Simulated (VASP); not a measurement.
# BN (F-43m) in VASP: further runs, part 2 of 2

VASP 6.6.1.

## (3) Phonons, PBEsol

File POSCAR:

```
BN
1.0
    0.0000000000      1.8130010000      1.8130010000
    1.8130010000      0.0000000000      1.8130010000
    1.8130010000      1.8130010000      0.0000000000
N B
1 1
Direct
    0.2500000000      0.2500000000      0.2500000000
    0.0000000000      0.0000000000      0.0000000000
```

File INCAR.step1:

```
ALGO = Normal
EDIFF = 1E-8
EDIFFG = -0.002
ENCUT = 600
GGA = PS
IBRION = 2
ISIF = 3
ISMEAR = -1
LASPH = True
LCHARG = False
LREAL = False
LWAVE = False
NELM = 80
NSW = 40
PREC = Accurate
SIGMA = 0.05
```

File INCAR.step2:

```
ALGO = Normal
EDIFF = 1E-8
ENCUT = 600
GGA = PS
IBRION = 6
ISIF = 2
ISMEAR = -1
LASPH = True
LCHARG = False
LREAL = False
LWAVE = False
NELM = 80
NFREE = 2
NSW = 1
POTIM = 0.015
PREC = Accurate
SIGMA = 0.05
```

File KPOINTS:

```
k-points
0
Gamma
  10 10 10
```

Potentials or basis: VASP PAW PBE potentials, release 64 (N, B).

The run is started by

```bash
> cat potpaw_PBE.64/N/POTCAR potpaw_PBE.64/B/POTCAR > POTCAR
> cp INCAR.step1 INCAR
> mpirun -np 1 vasp_std > vasp.out
> cp CONTCAR POSCAR
> cp INCAR.step2 INCAR
> mpirun -np 1 vasp_std > vasp.out
```

OUTCAR:

```text
EDIFF = 1E-8
   ENCUT = 600
   GGA = PS
   IBRION = 6
   ISIF = 2
   ISMEAR = -1
   LASPH = True
   LREAL = False
   NELM = 80
   NFREE = 2
   NSW = 1
   POTIM = 0.015
   PREC = Accurate

 ion  position               nearest neighbor table
   1  0.250  0.250  0.250-   2 1.56   2 1.56   2 1.56   2 1.56
   2  0.000  0.000  0.000-   1 1.56   1 1.56   1 1.56   1 1.56

  LATTYP: Found a face centered cubic cell.
 ALAT       =     3.6066708272

  Lattice vectors:

 A1 = (   0.0000000000,   1.8033354136,   1.8033354136)
 A2 = (   1.8033354136,   0.0000000000,   1.8033354136)
 A3 = (   1.8033354136,   1.8033354136,   0.0000000000)

Analysis of symmetry for initial positions (statically):
=====================================================================
 Subroutine PRICEL returns:
 Original cell was already a primitive cell.

 Routine SETGRP: Setting up the symmetry group for a
 face centered cubic supercell.

 Subroutine GETGRP returns: Found 24 space group operations
 (whereof 24 operations were pure point group operations)
 out of a pool of 48 trial point group operations.

The static configuration has the point symmetry T_d .

Analysis of symmetry for dynamics (positions and initial velocities):
=====================================================================
 Subroutine PRICEL returns:
 Original cell was already a primitive cell.

 Routine SETGRP: Setting up the symmetry group for a
 face centered cubic supercell.

 Subroutine GETGRP returns: Found 24 space group operations
 (whereof 24 operations were pure point group operations)
 out of a pool of 48 trial point group operations.

The dynamic configuration has the point symmetry T_d .

 Subroutine INISYM returns: Found 24 space group operations
[... 306 lines left out ...]
 Fermi energy:         8.4523268398

 k-point     1 :       0.0000    0.0000    0.0000
  band No.  band energies     occupation
      1     -12.8843      2.00000
      2       7.3102      2.00000
      3       7.4501      2.00000
      4       7.5812      2.00000
      5      16.1364      0.00000
      6      16.2382      0.00000
      7      16.3557      0.00000
      8      17.8291      0.00000
[... 243 lines left out ...]
 k-point    24 :       0.4000    0.3000    0.0000
  band No.  band energies     occupation
      1      -9.0552      2.00000
      2       0.6531      2.00000
      3       2.8245      2.00000
      4       3.3235      2.00000
      5      13.4243      0.00000
      6      17.9601      0.00000
      7      22.9956      0.00000
      8      23.0375      0.00000

 [... further k-points ...]

------------------------ aborting loop because EDIFF is reached ----------------------------------------

  FORCE on cell =-STRESS in cart. coord.  units (eV):
  Direction    XX          YY          ZZ          XY          YZ          ZX
  --------------------------------------------------------------------------------------
  -------------------------------------------------------------------------------------
  Total        0.0035454      0.0062056      0.0062056      0.0000000     -0.0387358      0.0000000
  in kB        0.4842968      0.8476821      0.8476821      0.0000000     -5.2913100      0.0000000
  external PRESSURE =       0.7265536 kB  Pullay stress =       0.0000000 kB
[... 17 lines left out ...]
  FREE ENERGIE OF THE ION-ELECTRON SYSTEM (eV)
  ---------------------------------------------------
  free  energy   TOTEN  =       -18.3479251139 eV

  energy  without entropy=      -18.3479251139  energy(sigma->0) =      -18.34792511

 INTERNAL STRAIN TENSORS FROM DISPLACED ATOMS
 ============================================

 INTERNAL STRAIN TENSOR FOR ION    1 for displacements in x,y,z  (eV/Angst):
          X           Y           Z          XY          YZ          ZX
  --------------------------------------------------------------------------------
  x     0.00000     0.00000     0.00000     0.00000    -2.56695     0.00000
  y     0.00000     0.00000     0.00000     0.00000     0.00000    -2.56695
  z     0.00000     0.00000     0.00000    -2.56695     0.00000     0.00000

 INTERNAL STRAIN TENSOR FOR ION    2 for displacements in x,y,z  (eV/Angst):
          X           Y           Z          XY          YZ          ZX
  --------------------------------------------------------------------------------
  x    -0.00000    -0.00000    -0.00000     0.00000     2.57677     0.00000
  y    -0.00000    -0.00000    -0.00000     0.00000     0.00000     2.57677
  z    -0.00000    -0.00000    -0.00000     2.57677     0.00000     0.00000

 Eigenvectors and eigenvalues of the dynamical matrix
 ----------------------------------------------------

   1 f  =   31.446297 THz   197.582908 2PiTHz 1048.935544 cm-1   130.051374 meV
             X         Y         Z           dx          dy          dz
      0.901668  0.901668  0.901668     0.000000    0.000000   -0.660053
      0.000000  0.000000  0.000000     0.000000   -0.000000    0.751219
[... 21 lines left out ...]
   6 f/i=    0.001464 THz     0.009198 2PiTHz    0.048833 cm-1     0.006055 meV
             X         Y         Z           dx          dy          dz
      0.901668  0.901668  0.901668    -0.707739   -0.250405    0.027062
      0.000000  0.000000  0.000000    -0.621850   -0.220017    0.023778

 ELASTIC MODULI CONTR FROM IONIC RELAXATION (kBar)
 Direction    XX          YY          ZZ          XY          YZ          ZX
 --------------------------------------------------------------------------------
 XX          -0.0000     -0.0000     -0.0000      0.0000      0.0000      0.0000
 YY          -0.0000     -0.0000     -0.0000      0.0000      0.0000      0.0000
 ZZ          -0.0000     -0.0000     -0.0000      0.0000      0.0000      0.0000
 XY           0.0000      0.0000      0.0000    -36.6059      0.0000      0.0000
 YZ           0.0000      0.0000      0.0000      0.0000    -36.6059      0.0000
 ZX           0.0000      0.0000      0.0000      0.0000      0.0000    -36.6059
 --------------------------------------------------------------------------------
```

OUTCAR.step1:

```text
EDIFF = 1E-8
   EDIFFG = -0.002
   ENCUT = 600
   GGA = PS
   IBRION = 2
   ISIF = 3
   ISMEAR = -1
   LASPH = True
   LREAL = False
[... 553 lines left out ...]
  -------------------------------------------------------------------------------------
  Total       -0.0009419     -0.0009419     -0.0009419     -0.0000000     -0.0000000     -0.0000000
  in kB       -0.1286700     -0.1286700     -0.1286700     -0.0000000     -0.0000000     -0.0000000
  external PRESSURE =      -0.1286700 kB  Pullay stress =       0.0000000 kB
[... 17 lines left out ...]
  FREE ENERGIE OF THE ION-ELECTRON SYSTEM (eV)
  ---------------------------------------------------
  free  energy   TOTEN  =       -18.3514019178 eV

  energy  without entropy=      -18.3514019177  energy(sigma->0) =      -18.35140192

 reached required accuracy - stopping structural energy minimisation
```

OSZICAR.step1:

```text
N       E                     dE             d eps       ncg     rms          rms(c)
DAV:   1     0.142223747180E+02    0.14222E+02   -0.58226E+03   776   0.113E+03
DAV:   2    -0.190089740982E+02   -0.33231E+02   -0.31475E+02  1056   0.203E+02
DAV:   3    -0.192785932186E+02   -0.26962E+00   -0.26962E+00   848   0.218E+01
DAV:   4    -0.192789256736E+02   -0.33245E-03   -0.33245E-03  1104   0.652E-01
[... 25 lines left out ...]
DAV:   4    -0.183514036184E+02    0.64939E-04   -0.89678E-05   896   0.853E-02    0.149E-02
DAV:   5    -0.183514022822E+02    0.13362E-05   -0.27332E-06   920   0.151E-02    0.892E-03
DAV:   6    -0.183514018950E+02    0.38725E-06   -0.13209E-07   896   0.520E-03    0.288E-04
DAV:   7    -0.183514019210E+02   -0.26056E-07   -0.36149E-09   448   0.563E-04    0.404E-04
DAV:   8    -0.183514019178E+02    0.32612E-08   -0.38796E-10   376   0.191E-04
   3 F= -.18351402E+02 E0= -.18351402E+02  d E =-.362927E-02
```

Run time: 1.7 min. Hardware: 1 thread of Intel Xeon Platinum 8175M at 2.50GHz (Skylake/Cascade Lake), shared host; peak memory 0.15 GiB.

Results:

- Relaxed volume: 5.86 Å³/atom
- Relaxed cell: a = 2.550 Å, b = 2.550 Å, c = 2.550 Å, α = 60.00°, β = 60.00°, γ = 60.00°
- Space group after relaxing (to 0.05 Å): F-43m (No. 216)
- Highest phonon frequency at Γ, LO-TO splitting left out: 1049 cm⁻¹

The path:
```
step  energy change (eV)  largest force (eV/Å)  pressure (GPa)  volume (Å³)
   1              0.0000                0.0000           -6.04        11.92
   2              0.0003                0.0000            6.63        11.54
   3             -0.0036                0.0000           -0.01        11.73
```

Final structure:
```
N B
1.0
     0.00000    1.80334    1.80334
     1.80334    0.00000    1.80334
     1.80334    1.80334    0.00000
N B
1 1
Cartesian
  0.9017 0.9017 0.9017
  0.0000 0.0000 0.0000
```

Phonon frequencies in cm⁻¹ (negative: imaginary):
```csv
q point,frequencies
"(0.000, 0.000, 0.000)",0 0 0 1049 1049 1049
```

Caveat: the PAW data sets were made with another functional, which shifts forces and pressure a little.

## (4) Elastic constants, PBEsol

POSCAR is that of step 3.

File INCAR.step1:

```
PREC     = Accurate       # precision mode
ENCUT    = 600            # plane-wave cutoff, eV
EDIFF    = 1E-8           # SCF threshold, eV
ISMEAR   = -1             # smearing method
SIGMA    = 0.05           # smearing width, eV
LREAL    = F              # projectors in reciprocal space
LASPH    = T              # aspherical terms in the spheres
NELM     = 60             # most SCF steps
ALGO     = Fast           # electronic algorithm
ISIF     = 3              # what is computed and relaxed
LWAVE    = F              # write WAVECAR
LCHARG   = F              # write CHGCAR
GGA      = PS             # functional
IBRION   = 2              # ionic algorithm
NSW      = 40             # ionic steps
EDIFFG   = -0.002         # ionic threshold
```

File INCAR.step2:

```
PREC     = Accurate       # precision mode
ENCUT    = 600            # plane-wave cutoff, eV
EDIFF    = 1E-8           # SCF threshold, eV
ISMEAR   = -1             # smearing method
SIGMA    = 0.05           # smearing width, eV
LREAL    = F              # projectors in reciprocal space
LASPH    = T              # aspherical terms in the spheres
NELM     = 60             # most SCF steps
ALGO     = Fast           # electronic algorithm
ISIF     = 3              # what is computed and relaxed
LWAVE    = F              # write WAVECAR
LCHARG   = F              # write CHGCAR
GGA      = PS             # functional
IBRION   = 6              # ionic algorithm
NFREE    = 2            
POTIM    = 0.015          # step
NSW      = 1              # ionic steps
```

File KPOINTS:

```
Automatic mesh
0
Gamma
  10 10 10
```

Potentials or basis: VASP PAW PBE potentials, release 64 (N, B).

The run is started by

```bash
> cat potpaw_PBE.64/N/POTCAR potpaw_PBE.64/B/POTCAR > POTCAR
> cp INCAR.step1 INCAR
> mpirun -np 1 vasp_std > vasp.out
> cp CONTCAR POSCAR
> cp INCAR.step2 INCAR
> mpirun -np 1 vasp_std > vasp.out
```

OUTCAR:

```text
PREC = Accurate
   ENCUT = 600
   EDIFF = 1E-8
   ISMEAR = -1
   LREAL = F
   LASPH = T
   NELM = 60
   ISIF = 3
   GGA = PS
   IBRION = 6
   NFREE = 2
   POTIM = 0.015
   NSW = 1

 ion  position               nearest neighbor table
   1  0.250  0.250  0.250-   2 1.56   2 1.56   2 1.56   2 1.56
   2  0.000  0.000  0.000-   1 1.56   1 1.56   1 1.56   1 1.56

  LATTYP: Found a face centered cubic cell.
 ALAT       =     3.6066721439

  Lattice vectors:

 A1 = (   0.0000000000,   1.8033360719,   1.8033360719)
 A2 = (   1.8033360719,   0.0000000000,   1.8033360719)
 A3 = (   1.8033360719,   1.8033360719,   0.0000000000)

Analysis of symmetry for initial positions (statically):
=====================================================================
 Subroutine PRICEL returns:
 Original cell was already a primitive cell.

[... 685 lines left out ...]
  x     0.00000     0.00000     0.00000     0.00000    -2.56704     0.00000
  y     0.00000     0.00000     0.00000     0.00000     0.00000    -2.56704
  z     0.00000     0.00000     0.00000    -2.56704     0.00000     0.00000

 INTERNAL STRAIN TENSOR FOR ION    2 for displacements in x,y,z  (eV/Angst):
          X           Y           Z          XY          YZ          ZX
  --------------------------------------------------------------------------------
  x     0.00000     0.00000     0.00000     0.00000     2.56654     0.00000
  y     0.00000    -0.00000     0.00000     0.00000     0.00000     2.56654
  z     0.00000     0.00000     0.00000     2.56654     0.00000     0.00000

 Eigenvectors and eigenvalues of the dynamical matrix
 ----------------------------------------------------

   1 f  =   31.445953 THz   197.580748 2PiTHz 1048.924076 cm-1   130.049952 meV
             X         Y         Z           dx          dy          dz
      0.901668  0.901668  0.901668    -0.659304    0.031376    0.000000
      0.000000  0.000000  0.000000     0.750373   -0.035710    0.000000
[... 21 lines left out ...]
   6 f/i=    0.001618 THz     0.010166 2PiTHz    0.053970 cm-1     0.006691 meV
             X         Y         Z           dx          dy          dz
      0.901668  0.901668  0.901668    -0.509598   -0.227248   -0.502994
      0.000000  0.000000  0.000000    -0.447750   -0.199668   -0.441948

--------------------------------------------------------------------------------------------------------

 ELASTIC MODULI CONTR FROM IONIC RELAXATION (kBar)
 Direction    XX          YY          ZZ          XY          YZ          ZX
 --------------------------------------------------------------------------------
 XX          -0.0000      0.0000      0.0000      0.0000     -0.0000      0.0000
 YY           0.0000     -0.0000      0.0000      0.0000      0.0000      0.0000
 ZZ           0.0000      0.0000     -0.0000     -0.0000      0.0000      0.0000
 XY           0.0000      0.0000     -0.0000    -36.4624      0.0000      0.0000
 YZ          -0.0000      0.0000      0.0000      0.0000    -36.4624      0.0000
 ZX           0.0000      0.0000      0.0000      0.0000      0.0000    -36.4624
 --------------------------------------------------------------------------------

 TOTAL ELASTIC MODULI (kBar)
 Direction    XX          YY          ZZ          XY          YZ          ZX
 --------------------------------------------------------------------------------
 XX        7923.9283   1838.0788   1838.0788     -0.0000     -0.0000      0.0000
 YY        1838.0788   7923.9283   1838.0788      0.0000     -0.0000     -0.0000
 ZZ        1838.0788   1838.0788   7923.9283      0.0000     -0.0000      0.0000
 XY          -0.0000      0.0000      0.0000   4574.3055      0.0000      0.0000
 YZ          -0.0000     -0.0000     -0.0000      0.0000   4574.3055      0.0000
 ZX           0.0000     -0.0000      0.0000      0.0000      0.0000   4574.3055
 --------------------------------------------------------------------------------
```

OUTCAR.step1:

```text
PREC = Accurate
   ENCUT = 600
   EDIFF = 1E-8
   ISMEAR = -1
   LREAL = F
   LASPH = T
   NELM = 60
   ISIF = 3
   GGA = PS
[... 554 lines left out ...]
  -------------------------------------------------------------------------------------
  Total       -0.0007887     -0.0007887     -0.0007887     -0.0000000     -0.0000000      0.0000000
  in kB       -0.1077403     -0.1077403     -0.1077403     -0.0000000     -0.0000000      0.0000000
  external PRESSURE =      -0.1077403 kB  Pullay stress =       0.0000000 kB
[... 17 lines left out ...]
  FREE ENERGIE OF THE ION-ELECTRON SYSTEM (eV)
  ---------------------------------------------------
  free  energy   TOTEN  =       -18.3514019148 eV

  energy  without entropy=      -18.3514019148  energy(sigma->0) =      -18.35140191

 reached required accuracy - stopping structural energy minimisation
```

OSZICAR.step1:

```text
N       E                     dE             d eps       ncg     rms          rms(c)
DAV:   1     0.142223747180E+02    0.14222E+02   -0.58226E+03   776   0.113E+03
DAV:   2    -0.190089740982E+02   -0.33231E+02   -0.31475E+02  1056   0.203E+02
DAV:   3    -0.192785932186E+02   -0.26962E+00   -0.26962E+00   848   0.218E+01
DAV:   4    -0.192789256736E+02   -0.33245E-03   -0.33245E-03  1104   0.652E-01
[... 30 lines left out ...]
RMM:   5    -0.183514021545E+02    0.51093E-05   -0.16739E-05   752   0.432E-02    0.113E-02
RMM:   6    -0.183514027149E+02   -0.56039E-06   -0.27852E-06   752   0.215E-02    0.579E-03
RMM:   7    -0.183514019342E+02    0.78067E-06   -0.12086E-06   752   0.101E-02    0.232E-03
RMM:   8    -0.183514019220E+02    0.12218E-07   -0.11689E-07   749   0.425E-03    0.648E-04
RMM:   9    -0.183514019148E+02    0.72017E-08   -0.10290E-08   547   0.106E-03
   3 F= -.18351402E+02 E0= -.18351402E+02  d E =-.362926E-02
```

Wall time 6.2 min (1 thread of Intel Xeon Platinum 8175M at 2.50GHz (Skylake/Cascade Lake), shared host); peak memory 0.19 GiB.

Results:

* Relaxed volume: 5.86 Å³/atom
* Relaxed cell: a = 2.550 Å, b = 2.550 Å, c = 2.550 Å, α = 60.00°, β = 60.00°, γ = 60.00°
* Space group after relaxing (to 0.05 Å): F-43m (No. 216)
* Elastic constants C11, C12, C44: 792, 184, 457 GPa
* Voigt bulk modulus: 387 GPa
* Highest phonon frequency at Γ, LO-TO splitting left out: 1049 cm⁻¹

Step by step:
| step | energy change (eV) | largest force (eV/Å) | pressure (GPa) | volume (Å³) |
| --- | --- | --- | --- | --- |
| 1 | 0.0000 | 0.0000 | -6.04 | 11.92 |
| 2 | 0.0003 | 0.0000 | 6.63 | 11.54 |
| 3 | -0.0036 | 0.0000 | -0.01 | 11.73 |

Final structure:
```
N B
1.0
     0.00000    1.80334    1.80334
     1.80334    0.00000    1.80334
     1.80334    1.80334    0.00000
N B
1 1
Cartesian
  0.9017 0.9017 0.9017
  0.0000 0.0000 0.0000
```

Phonon frequencies in cm⁻¹ (negative: imaginary):
```tsv
q point	frequencies
(0.000, 0.000, 0.000)	0 0 0 1049 1049 1049
```

Elastic tensor in Voigt notation (GPa, in the Cartesian axes of the cell as first typed):
```
792 184 184   0   0   0
184 792 184   0   0   0
184 184 792   0   0   0
  0   0   0 457   0   0
  0   0   0   0 457   0
  0   0   0   0   0 457
```

Clamped-ion elastic tensor (GPa):
```
792 184 184   0   0   0
184 792 184   0   0   0
184 184 792   0   0   0
  0   0   0 461   0   0
  0   0   0   0 461   0
  0   0   0   0   0 461
```

Caveat: the PAW data sets were made with another functional, which shifts forces and pressure a little.

## (5) The reference run

An earlier run on the cell as given: functional PBEsol; potentials or basis VASP PAW PBE potentials, release 64 (N, B); cutoff 520 eV; k mesh 13 × 13 × 13; occupations fermi-dirac, width 0.05 eV; no spin polarisation.

- Pressure: -5.7 GPa
- Band gap on the k mesh: 4.34 eV, indirect (least direct gap 8.72 eV)

## (6) Overview

| task | level | cell | k mesh | cutoff (eV) | ions in elastic constants | ladder | gap on the mesh (eV) |
| --- | --- | --- | --- | --- | --- | --- | --- |
| Born charges and dielectric tensor | PBE | as given | 13 × 13 × 13 | 520 | - | - | 4.52 |
| phonons | PBEsol | relaxed | 10 × 10 × 10 | 600 | - | - | - |
| elastic constants | PBEsol | relaxed | 10 × 10 × 10 | 600 | relaxed | - | - |
| single point | PBEsol | as given | 13 × 13 × 13 | 520 | - | free | 4.34 |

Alike in all rows: potentials or basis VASP PAW PBE potentials, release 64 (N, B); no spin polarisation; smearing fermi-dirac 0.05 eV.

Caveats: the PAW data sets were made with another functional, which shifts forces and pressure a little (some runs); an odd mesh through Γ misses points on the zone boundary, where band edges often lie (some runs).

Absolute energies hang on the potentials; compare differences alone.

## (7) Against experiment

Step 2. The gap isn't set beside the measured one, since this odd mesh misses points on the zone boundary.
